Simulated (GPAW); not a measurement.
Set up this calculation in GPAW 26.7.0, as an ASE script.

* Task: relaxation of cell and atoms
* Functional: PBEsol
* Potentials or basis: PAW data sets generated in the run's folder for this functional
* Cutoff: 800 eV
* Basis: pw
* k mesh: 5 × 5 × 5
* Occupations: fermi-dirac, width 0.05 eV
* Spin: no spin polarisation
* Maxiter: 150
* Optimizer: BFGS
* Fmax: 0.02 eV/Å
* Max steps: 60
* Convergence: density=1e-05 forces=0.0001

The system is BaTiO3.

```xyz
5
Lattice="3.9998 0.0000 0.0000 0.0000 3.9998 0.0000 0.0000 0.0000 4.0180" Properties=species:S:1:pos:R:3 pbc="T T T"
Ba    0.0000    0.0000    0.0000
Ti    1.9999    1.9999    1.9688
O     0.0000    1.9999    2.0773
O     1.9999    0.0000    2.0773
O     1.9999    1.9999    0.0763
```

One way to write it, as run:

run.py

```python
from ase import Atoms
from ase.filters import FrechetCellFilter
from ase.io import write
from ase.optimize import BFGS
from gpaw import GPAW, PW, setup_paths

setup_paths.insert(0, '.')

atoms = Atoms(['Ba', 'Ti', 'O', 'O', 'O'],
              cell=[[3.9998, 0.0, 0.0],
                    [0.0, 3.9998, 0.0],
                    [0.0, 0.0, 4.018]],
              scaled_positions=[[0.0, 0.0, 0.0],
                                [0.5, 0.5, 0.49],
                                [0.0, 0.5, 0.517],
                                [0.5, 0.0, 0.517],
                                [0.5, 0.5, 0.019]],
              pbc=True)

calc = GPAW(mode=PW(800),
            xc='PBEsol',
            kpts={'size': (5, 5, 5), 'gamma': True},
            occupations={'name': 'fermi-dirac', 'width': 0.05},
            nbands=36,
            convergence={'density': 1e-05, 'forces': 0.0001},
            maxiter=150,
            txt='gpaw.txt')
atoms.calc = calc
opt = BFGS(FrechetCellFilter(atoms), trajectory='relax.traj', logfile='-')
done = opt.run(fmax=0.02, steps=60)
calc.write('gs.gpw')
write('result.traj', atoms)
print('Converged:', done)
print('Cell:', atoms.cell.cellpar().round(4))
print('Volume:', round(atoms.get_volume(), 4))
print(atoms.get_scaled_positions().round(5))
```

Potentials or basis: PAW data sets generated in the run's folder for this functional, pw.

Run with:

```bash
$ gpaw-setup -f PBEsol Ba O Ti
$ OMP_NUM_THREADS=1 python run.py
```

It gave:

```
Relaxed volume                         : 12.76 Å³/atom
Relaxed cell                           : a = 3.968 Å, b = 3.968 Å, c = 4.053 Å, α = 90.00°, β = 90.00°, γ = 90.00°
Space group after relaxing (to 0.05 Å) : P4mm (No. 99)
Energy gained by relaxing              : 2.4 meV/atom
Ionic steps                            : 13
Pressure after relaxing                : 0.0 GPa
Largest force after relaxing           : 0.015 eV/Å
Band gap on the k mesh                 : 1.99 eV, indirect (least direct gap 2.18 eV)
```

Caveat: later steps reuse the first step's grids; spin-orbit coupling is left out, which moves the levels of the heavy elements; an odd mesh through Γ misses points on the zone boundary, where band edges often lie.

Run time: 9.5 min on 1 thread of Arm Neoverse V1, with other jobs on the host, peak memory 0.32 GiB.
